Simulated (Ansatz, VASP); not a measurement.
# HfN in VASP and in Ansatz

```xyz
4
Lattice="3.0699 0.0000 0.0000 -1.5350 2.6586 0.0000 0.0000 0.0000 5.3062" Properties=species:S:1:pos:R:3 pbc="T T T"
Hf    0.0000    1.7724    1.3265
Hf    1.5350    0.8862    3.9796
N     0.0000    0.0000    2.6531
N     0.0000    0.0000    0.0000
```

Change from the starting cell: volume scaled by 0.94.

Alike in both runs: task single point; functional PBEsol; k mesh 10 × 10 × 5; occupations fermi-dirac, width 0.05 eV; no spin polarisation.

```csv
,VASP,Ansatz
version,VASP 6.6.1,Ansatz 0.2.0
potentials or method,"VASP PAW PBE potentials, release 64 (Hf_pv, N)",Ansatz PAW
plane-wave cutoff (eV),520,420
valence electrons in the cell,30,62
```

VASP gave:

| Quantity | Value |
| --- | --- |
| gap on the k mesh at the Fermi level (eV) | none |
| pressure (GPa) | 14.3 |
| largest component of the traceless stress (GPa) | 0.39 |

Problem. Estimate Ansatz's values.

Solution. gap on the k mesh at the Fermi level (eV): none; pressure (GPa): 16.4; largest component of the traceless stress (GPa): 0.47.

A gap of «none» marks a metal or a gap that the smearing closes. The two sets of potentials don't hold the same shells in valence.

Caveats: the PAW data sets were made with another functional, which shifts forces and pressure a little (VASP); the pressure holds a Pulay correction of +0.6 GPa for the finite cutoff (Ansatz); the PAW data sets come from PBE, with cores solved anew for the run's functional, which leaves a small shift of forces and pressure (Ansatz). Spin-orbit coupling is left out, which matters for the levels of Hf.
